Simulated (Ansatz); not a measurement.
GaSb (rocksalt type), DFT, PBE, all-electron LAPW, scalar-relativistic (Ansatz 0.2.0), on 1 thread of Intel(R) Xeon(R) 6975P-C (Granite Rapids) (shared host).

Command: `ansatz run input.yaml --threads 1 --pin off --max-ram 3584MiB --backend cpu --events-out ev --progress --plain --runs-dir out`

```yaml
crystal:
  lattice:
    - [0.0, 2.8304364954, 2.8304364954]
    - [2.8304364954, 0.0, 2.8304364954]
    - [2.8304364954, 2.8304364954, 0.0]
  atoms:
    - { symbol: Ga, position: [0.0, 0.0, 0.0] }
    - { symbol: Sb, position: [0.5, 0.5, 0.5] }
kpoints:
  mp_grid: { grid: [13, 13, 13] }
scf:
  occupations: { method: fermi_dirac, width: 0.08 }
hamiltonian:
  xc: pbe
  pseudopotentials: { kind: all_electron, lapw: { basis_error: 0.0005 } }
output:
  forces: true
  stress: true
  eigenvalues: true
relax:
  f_tol: 0.005
  max_steps: 12
  cell: { p_target: 4.7, stress_tol: 0.03 }
```

(1) How large is the problem that the program sets up?

(2) About how long does it take, and how much memory?

Answers

(1) 84 irreducible k-points, 459 plane waves at Γ, 27 bands.

(2) 18 s of wall time for 11 SCF iterations over 1 geometries, with a peak of 0.55 GiB. Times on shared machines scatter by tens of per cent.
